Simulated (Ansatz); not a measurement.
**Magnetic orders of Fe$_{2}$Ge**

These are results of Ansatz 0.2.0, DFT r2SCAN, scalar-relativistic, plane waves, PAW, not measurements.

```
Fe Ge
1.0
     4.16363    0.00000    0.00000
    -2.08182    3.60581    0.00000
     0.00000    0.00000    2.62647
Fe Ge
2 1
Cartesian
  2.0818 1.2019 1.3132
  0.0000 2.4039 1.3132
  0.0000 0.0000 0.0000
```

| Property | Result |
| --- | --- |
| plane-wave cutoff | 500 eV |
| Γ-centred k-mesh | 12×12×16 |
| occupation rule | Gaussian smearing, 0.1 eV |
| list of starting moments (μB, in atom order) | 4 4 0 |
| check for lower electronic states after the SCF | off |

All runs keep this geometry, which isn't relaxed for the lowest state (largest force there 0.000 eV/Å, pressure 0.5 GPa) and needn't be a stable compound; relaxing each order would shift the differences by some 100 meV/atom, going by the pressures and a bulk modulus of about 150 GPa. A propagation vector, in units of the reciprocal vectors, doubles the cell, which takes an equally dense mesh. r2SCAN tends to overstate moments in metals, so a weak moment here may be absent in the real material. Site moments are spin moments in atom-centred spheres that scale with the neighbour distance. The states are those that the runs reached from these starts; a lower one can exist.

Order the starts by the energy of the state that they reach, lowest first.
A. no spin
B. ferromagnetic
C. antiferromagnetic, doubled cell, propagation vector (0, 0, 1/2)

B (0.00 meV/atom), C (85.6 meV/atom), A (728 meV/atom).

```csv
start,ends,energy above lowest (meV/atom),site moments (μB),gap on mesh (eV),P (GPa)
no spin,non-magnetic,728,none over 0.05,metal,-23.2
ferromagnetic,ferromagnetic,0.00,Fe +2.76 (×2),metal,0.5
"antiferromagnetic, doubled cell, propagation vector (0, 0, 1/2)",antiferromagnetic,85.6,"Fe +2.57 (×2), Fe -2.57 (×2)",metal,-4.3
```

Cost: 3 runs of about 3.3 core-minutes in all, on Arm Neoverse V2 (shared hosts).